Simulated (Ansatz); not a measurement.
## SiO₂: phonons across the zone

Theory: DFT PBE+D3(BJ), scalar-relativistic, plane waves, PAW in Ansatz 0.2.0. Cutoff 420 eV, 12×12×4 k-points (Γ-centred), fixed occupations. No spin polarisation. Phonons by linear response, acoustic sum rule imposed.

Relaxed structure:
```
Si O
1.0
     2.68697    0.00000    0.00000
    -1.34348    2.32698    0.00000
     0.00000    0.00000    9.17149
Si O
2 4
Direct
  0.33333 0.66667 0.10111
  0.66667 0.33333 0.60111
  0.00000 0.00000 0.20088
  0.66667 0.33333 0.00129
  0.00000 0.00000 0.70088
  0.33333 0.66667 0.50129
```

The structure comes from a generated guess, relaxed at this level; another structure or a mixture of phases may lie lower. The q mesh is coarse, so values between its points are rough. Modes under 40 cm⁻¹ are poorly fixed.

Force constants from linear response on a 3×3×1 q mesh.

Path: Γ–M–K–Γ–A–L–H–A | L–M | H–K. Only the points of the 3×3×1 mesh were computed; the rest is interpolation, which is rough on so few points. On the mesh no mode is imaginary. Distance along the path (Å⁻¹), then the branches (cm⁻¹, negative for imaginary; the LO field is included):
```
0.000  0 0 0 34 34 83 537 537 538 538 556 557 557 686 693 836 938 943
0.338  44 90 128 136 223 227 524 525 568 572 574 575 655 688 730 799 878 935
0.675  145 158 246 251 398 402 501 503 602 605 615 620 666 680 710 756 840 916
1.013  244 251 342 344 469 472 473 478 556 579 635 636 696 699 716 719 846 874
1.350  288 296 395 395 438 442 474 478 517 528 649 649 725 726 744 748 820 835
1.545  288 295 416 416 450 451 478 480 511 519 660 661 723 724 742 746 808 821
1.740  286 293 453 455 460 465 497 499 518 518 680 682 717 719 736 738 772 783
1.935  287 291 457 459 462 466 527 528 573 576 695 695 699 701 728 729 735 737
2.130  290 290 455 460 460 464 542 542 641 644 644 649 695 695 724 727 727 730
2.519  268 269 440 440 467 476 492 496 586 590 628 629 706 708 730 735 784 801
2.909  174 179 301 304 426 431 537 539 570 571 603 613 675 682 722 753 835 890
3.299  56 95 152 156 255 255 542 542 543 546 591 591 660 687 751 786 864 930
3.688  0 0 0 34 34 83 537 537 538 538 556 557 557 686 693 836 938 943
3.731  3 3 8 34 34 82 537 537 538 538 556 556 557 557 686 693 942 943
3.817  10 10 24 33 33 79 537 537 538 538 556 556 557 557 687 693 942 943
3.903  16 16 30 30 39 73 537 537 538 538 556 556 557 557 688 692 942 943
3.988  22 22 26 26 52 64 538 538 538 538 556 556 556 556 689 690 942 943
4.200  58 58 70 70 118 118 533 533 547 547 562 562 639 639 698 698 925 925
4.537  105 105 192 192 321 321 514 514 588 588 598 598 674 674 767 767 877 877
4.875  202 202 299 299 453 453 488 488 606 606 621 621 675 675 712 712 876 876
5.212  280 280 378 378 452 452 477 477 535 535 646 646 721 721 732 732 840 840
5.479  292 292 401 401 443 443 477 477 520 520 652 652 725 725 746 746 824 824
5.673  291 291 437 437 458 458 486 486 512 512 670 670 721 721 741 741 798 798
5.868  290 290 460 460 464 464 513 513 541 541 690 690 712 712 733 733 754 754
6.063  290 290 459 459 461 461 538 538 611 611 674 674 696 696 727 727 729 729
6.355  287 287 458 458 466 466 521 521 601 601 656 656 718 718 728 728 738 738
6.745  229 229 376 376 465 465 517 517 592 592 597 597 690 690 731 731 838 838
7.135  122 122 229 229 356 356 544 544 553 553 612 612 674 674 763 763 872 872
7.525  59 59 80 80 134 134 538 538 542 542 566 566 652 652 704 704 920 920
7.720  292 292 395 395 440 440 476 476 522 522 649 649 725 725 747 747 828 828
7.805  291 294 395 395 440 441 475 477 520 524 649 649 725 726 746 747 825 831
7.891  290 295 395 395 439 442 475 477 518 526 649 649 725 726 745 748 823 833
7.976  289 296 395 395 438 442 474 478 517 528 649 649 725 726 745 748 821 835
8.062  288 296 395 395 438 442 474 478 517 528 649 649 725 726 744 748 820 835
8.105  290 290 459 460 460 460 542 542 644 644 644 645 694 694 726 727 727 728
8.191  290 290 457 460 460 462 542 542 642 644 644 647 694 694 725 727 727 728
8.276  290 290 456 460 460 463 542 542 641 644 644 648 695 695 724 727 727 729
8.362  290 290 455 460 460 464 542 542 641 644 644 649 695 695 724 727 727 730
```
